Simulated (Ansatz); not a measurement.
# Si: the cost of one run

Program: Ansatz 0.2.0. Level of theory: DFT PBE, scalar-relativistic, plane waves, PAW. These are calculated values, not measurements.

8 further runs of the same task are left out: 8 set aside as unsound or not needed.

### 1 The structure to begin with

The structure is cubic, space group Fd-3m (No. 227). The conventional cell has a = 5.470 Å, b = 5.470 Å, c = 5.470 Å, α = 90.00°, β = 90.00°, γ = 90.00°. Around Si (site symmetry -43m) lie 4 Si at 2.37 Å.

As a file:

```cif
data_structure
_symmetry_space_group_name_H-M 'P 1'
_symmetry_Int_Tables_number 1
_cell_length_a 3.8677
_cell_length_b 3.8677
_cell_length_c 3.8677
_cell_angle_alpha 60.000
_cell_angle_beta 60.000
_cell_angle_gamma 60.000
_cell_volume 40.91
loop_
_atom_site_label
_atom_site_type_symbol
_atom_site_fract_x
_atom_site_fract_y
_atom_site_fract_z
_atom_site_occupancy
Si1 Si 0.50000 0.50000 0.50000 1
Si2 Si 0.75000 0.75000 0.75000 1
```

It is the result of an earlier relaxation at this level (volume 20.46 Å³/atom; gap on the mesh: 0.62 eV).

### 2 Plan of the line

The energy is mapped over two homogeneous strains (x along [1 0 0], y along [0 1 0], z along [0 0 1] of the conventional cell).

First coordinate, strain +e along x and -e along y: 9 values from −11.00 %. Second coordinate, strain +e along z and -e/2 along x and y: 9 values from −7.00 %.

Nothing else is relaxed (symmetry fixes all fractional coordinates). Energies count from the relaxed crystal. Points are written as (first, second).

### 3 Grid point (−11.00 %, −3.50 %)

input.yaml reads:

```yaml
crystal:
  lattice:
    - [0.0, 3.0835785719, 2.6391603742]
    - [2.4819047042, 0.0, 2.6391603742]
    - [2.4819047042, 3.0835785719, 0.0]
  atoms:
    - { symbol: Si, position: [0.5, 0.5, 0.5] }
    - { symbol: Si, position: [0.75, 0.75, 0.75] }
basis:
  ecutwfc: 420
kpoints:
  mp_grid: { grid: [8, 8, 8] }
hamiltonian:
  xc: pbe
scf:
  occupations: { method: gaussian, width: 0.05 }
output:
  forces: true
  stress: true
  eigenvalues: true
```

Started as:

```sh
ansatz run input.yaml --threads 1 --pin off --max-ram 2048MiB --backend cpu --events-out ev --progress --plain --runs-dir out
```

Q: Estimate wall time and peak memory on 1 thread of Arm Neoverse V1, shared host.

About 2 s, with a peak of 0.3 GiB.
